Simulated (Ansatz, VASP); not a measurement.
InSb3: VASP beside Ansatz

Contents of INCAR:

```
PREC     = Accurate       # precision mode
ENCUT    = 520            # plane-wave cutoff, eV
EDIFF    = 1E-7           # SCF threshold, eV
ISMEAR   = -1             # smearing method
SIGMA    = 0.05           # smearing width, eV
LREAL    = False          # projectors in reciprocal space
LASPH    = True           # aspherical terms in the spheres
NELM     = 60             # most SCF steps
ALGO     = Normal         # electronic algorithm
ISIF     = 2              # what is computed and relaxed
LWAVE    = False          # write WAVECAR
LCHARG   = False          # write CHGCAR
GGA      = PS             # functional
NBANDS   = 22             # bands
```

File KPOINTS:

```
regular mesh
0
Gamma
  6 6 6
```

POSCAR

```
InSb3
1.0
    0.0000000000      3.7945550000      3.7945550000
    3.7945550000      0.0000000000      3.7945550000
    3.7945550000      3.7945550000      0.0000000000
Sb In
3 1
Direct
    0.5054790000      0.5113180000      0.4848070000
    0.7513440000      0.7508040000      0.7319410000
    0.2428190000      0.2631560000      0.2466500000
   -0.0085640000     -0.0051780000      0.0091680000
```

Contents of input.yaml:

```yaml
crystal:
  lattice:
    - [0.0, 3.794555, 3.794555]
    - [3.794555, 0.0, 3.794555]
    - [3.794555, 3.794555, 0.0]
  atoms:
    - { symbol: Sb, position: [0.505479, 0.511318, 0.484807] }
    - { symbol: Sb, position: [0.751344, 0.750804, 0.731941] }
    - { symbol: Sb, position: [0.242819, 0.263156, 0.24665] }
    - { symbol: In, position: [-0.008564, -0.005178, 0.009168] }
hamiltonian:
  xc: pbesol
  pseudopotentials: { kind: paw }
kpoints:
  mp_grid: { grid: [6, 6, 6] }
scf:
  occupations: { method: fermi_dirac, width: 0.05 }
output:
  forces: true
  stress: true
  eigenvalues: true
  write_density: true
  write_potential: true
  elf: true
  volumetric_format: npy
```

Change from the starting cell: atoms moved at random, drawn with an rms of 0.05 Å.

Alike in both runs: task single point; functional PBEsol; k mesh 6 × 6 × 6; occupations fermi-dirac, width 0.05 eV; no spin polarisation.

|  | VASP | Ansatz |
| --- | --- | --- |
| version | VASP 6.6.1 | Ansatz 0.2.0 |
| potentials or method | VASP PAW PBE potentials, release 64 (Sb, In_d) | Ansatz PAW |
| plane-wave cutoff (eV) | 520 | 420 |
| valence electrons in the cell | 28 | 58 |

|  | VASP | Ansatz | Ansatz less VASP |
| --- | --- | --- | --- |
| gap on the k mesh at the Fermi level (eV) | none | none | - |
| pressure (GPa) | -3.0 | -3.0 | +0.02 |
| largest component of the traceless stress (GPa) | 0.27 | 0.27 | -0.001 |
| rms of the force components (eV/Å) | 0.074 | 0.073 | -0.0006 |

Atom by atom the forces differ by 0.001 eV/Å (rms over components). A gap of «none» marks a metal or a gap that the smearing closes. With one functional, cell and mesh, what is left measures potentials, basis and numerics. The two sets of potentials don't hold the same shells in valence.

Caveats: the PAW data sets were made with another functional, which shifts forces and pressure a little (VASP); the PAW data sets come from PBE, with cores solved anew for the run's functional, which leaves a small shift of forces and pressure (Ansatz). The runs have no spin-orbit coupling, so splittings on Sb are missing.
